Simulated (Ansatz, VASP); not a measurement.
## One calculation of Se, two programs

```
Se
1.0
     4.36620    0.00000    0.00000
    -2.18310    3.78124    0.00000
     0.00000    0.00000    4.85453
Se
3
Direct
  0.22540 0.00000 0.33333
  0.00000 0.22540 0.66667
  0.77460 0.77460 0.00000
```

Change from the starting cell: zz strain of -2 %.

Alike in both runs: task single point; functional PBE; k mesh 6 × 6 × 5; occupations fermi-dirac, width 0.03 eV; no spin polarisation.

|  | VASP | Ansatz |
| --- | --- | --- |
| version | VASP 6.6.1 | Ansatz 0.2.0 |
| potentials or method | VASP PAW PBE potentials, release 64 (Se), cutoff 520 eV | all-electron LAPW, scalar-relativistic |

|  | VASP | Ansatz | Ansatz less VASP |
| --- | --- | --- | --- |
| gap on the k mesh at the Fermi level (eV) | 1.27 | 1.28 | +0.007 |
| pressure (GPa) | 4.7 | 4.5 | -0.16 |
| largest component of the traceless stress (GPa) | 2.21 | 2.15 | -0.056 |
| rms of the force components (eV/Å) | 0.401 | 0.376 | -0.0254 |

Atom by atom the forces differ by 0.025 eV/Å (rms over components). Ansatz ran all-electron here, so the differences hold the error of VASP's frozen core and of both bases.

Caveats: an odd mesh through Γ misses points on the zone boundary, where band edges often lie.
